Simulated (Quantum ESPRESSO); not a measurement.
**WC in Quantum ESPRESSO: the effect of functional**

The system is WC.

```
CELL_PARAMETERS angstrom
0.00000 2.19268 2.19268
2.19268 0.00000 2.19268
2.19268 2.19268 0.00000
ATOMIC_POSITIONS crystal
W 0.00000 0.00000 0.00000
C 0.50000 0.50000 0.50000
```

Measurements of this composition are mostly on another form, of space group No. 187.

Alike in all runs:

```yaml
Program: Quantum ESPRESSO 7.5
Task: phonons
Cutoff: 762 eV
Density_cutoff: 6095 eV
k_mesh: 10 × 10 × 10
Occupations: cold, width 0.2 eV
Spin: no spin polarisation
```

Each run relaxes the cell or the atoms first.

Q: One run gave: relaxed volume 10.12 Å³/atom; highest phonon frequency 464 cm⁻¹. Which functional did it use?
A. PBE
B. RPBE
C. PW91
D. vdW-DF-cx
E. LDA

A: E.

```csv
functional,potentials or basis,relaxed volume (Å³/atom),highest phonon frequency (cm⁻¹)
LDA,GBRV 1.5 LDA,10.12,464
PBE,GBRV 1.5 PBE,10.52,428
PBEsol,GBRV 1.5 PBEsol,10.27,455
PW91,GBRV 1.5 PBE,10.54,423
revPBE,GBRV 1.5 PBE,10.58,420
RPBE,GBRV 1.5 PBE,10.61,416
vdW-DF-cx,GBRV 1.5 PBE,10.34,453
```

Caveats: the potentials were made for another functional, which shifts forces and pressure (some runs).
